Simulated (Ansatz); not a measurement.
Program: Ansatz. Geometries: PBE0-D4/def2-TZVP. ΔE: electronic, gas phase. CCSD(T)/CBS adds triple-zeta CCSD(T) − MP2 to the extrapolated MP2 energy (def2 sets, frozen cores). Functionals use def2-TZVPP. One conformer a species, not always the lowest.

Consider the ligand exchange at the Si–O bond: `CO[SiH2]O[SiH](O)O` + `CC(=O)O` → `CO[SiH2]OC(C)=O` + `O[SiH](O)O`.

| species | r2SCAN-D4 energy (Eh) |
| --- | --- |
| `CO[SiH2]O[SiH](O)O` | -923.00239 |
| `CC(=O)O` | -229.06897 |
| `CO[SiH2]OC(C)=O` | -634.34424 |
| `O[SiH](O)O` | -517.71410 |

Task: Work out ΔE.

Result: ΔE = (-634.34424) + (-517.71410) − (-923.00239) − (-229.06897) = 0.01302 Eh = +8.2 kcal/mol. CCSD(T)/CBS gives +7.8 kcal/mol.

Largest T1 diagnostic among the species: 0.015.
